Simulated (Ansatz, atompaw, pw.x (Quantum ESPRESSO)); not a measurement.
**zirconium (Zr) (bcc): variants of one PAW (atompaw) potential in the solid**

```json
{"Element": "zirconium", "Generator": "atompaw 4.2.0.5", "Type": "PAW", "Functional": "PBEsol", "Relativity": "scalar-relativistic", "Frozen core": "[Ar] 3d10", "Valence charge": "12", "Reference configuration": "4s2 4p6 4d2 5s2 5p0", "Partial waves": "4s (bound): rc 1.60 bohr; 5s (bound): rc 2.35 bohr; 4p (bound): rc 1.80 bohr; 5p (bound, empty): rc 2.35 bohr; 4d (bound): rc 1.80 bohr; 4d channel at 0.25 Ry: rc 1.80 bohr", "Local potential": "bessel scheme, radius 2.05 bohr", "Core correction": "smooth core density matched at 1.40 bohr", "Augmentation charge": "sinc compensation charge, radius 1.95 bohr; PAW radius 2.35 bohr; waves and projectors: custom rrkj vanderbiltortho"}
```

Crystal test: bcc Zr in pw.x 7.5, no spin, 13³ k-points, Fermi–Dirac smearing 0.01 Ry, cutoffs set for each file from its atomic test. The reference is all-electron LAPW (Ansatz 0.2.0) with the same functional, mesh and smearing; V0 and B0 come from Birch–Murnaghan fits to the pressures at five volumes. Errors are pseudo minus all-electron; Δ is the rms difference of the E(V) curves that follow from these fits, minima aligned, over ±6 % about the mean V0. Mesh and smearing are coarse, so the numbers serve the comparison and aren't converged zero-temperature values; the lattice is a test structure that the element need not adopt.

All-electron: a0 = 3.529 Å (V0 = 21.97 Å³/atom), B0 = 92.2 GPa.

1 further variants are left out: they gave no file fit for a test, a broken result, the same result as the base, or pressures whose basis-set error rivals the error shown.

| change | cutoffs (Ry) | pw.x | a0 (Å) | a0 error (%) | B0 error (%) | Δ (meV/atom) | mean pressure error (GPa) |
| --- | --- | --- | --- | --- | --- | --- | --- |
| base | 55/550 | converged | 3.537 | +0.23 | +0.8 | 3.1 | +0.64 |
| wave 4d (bound): rc 1.80 bohr becomes 4d (bound): rc 2.28 bohr | 55/550 | converged | 3.537 | +0.23 | +0.8 | 3.1 | +0.62 |
| core correction smooth core density matched at 1.24 bohr | 55/550 | converged | 3.537 | +0.23 | +0.7 | 3.2 | +0.64 |
| local potential bessel scheme, radius 2.22 bohr | 55/550 | converged | 3.540 | +0.31 | +1.1 | 4.3 | +0.87 |

Problem. Give the row for: all radii scaled by about 1.12 (s 1.80, p 2.02, d 2.02 bohr); local potential bessel scheme, radius 2.30 bohr; augmentation sinc compensation charge, radius 2.20 bohr; PAW radius 2.64 bohr; waves and projectors: custom rrkj vanderbiltortho; core correction smooth core density matched at 1.58 bohr.

Solution. pw.x: converged; mean pressure error (GPa): +0.73; a0 (Å): 3.538; a0 error (%): +0.26; B0 error (%): +1.9; Δ (meV/atom): 3.6.
